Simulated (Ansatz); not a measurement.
Input and command of a plane-wave DFT calculation in Ansatz:

```yaml
crystal:
  lattice:
    - [0.0, 1.8262281591, 1.7816860089]
    - [1.7816860089, 0.0, 1.7816860089]
    - [1.7816860089, 1.8262281591, 0.0]
  atoms:
    - { symbol: Cu, position: [0.0, 0.0, 0.0] }
basis:
  ecutwfc: 420
kpoints:
  mp_grid: { grid: [28, 28, 28] }
hamiltonian:
  xc: pbesol
scf:
  occupations: { method: gaussian, width: 0.15 }
output:
  forces: true
  stress: true
  eigenvalues: true
```

```bash
ansatz run input.yaml --threads 1 --pin off --max-ram 2560MiB --backend cpu --events-out ev --progress --plain --runs-dir out
```

Processor: AMD EPYC 9R45 96-Core Processor (Zen 5), 1 thread, on a host shared with other jobs.

Task: How long does it run, and how much memory does it take?

Result: About 6.4 s on 1 thread of AMD EPYC 9R45 96-Core Processor (Zen 5), on a shared host, peak memory 0.6 GiB. It solves 14 bands at 1639 k points (the mesh reduced by symmetry) with about 247 plane waves, in 6 SCF iterations.
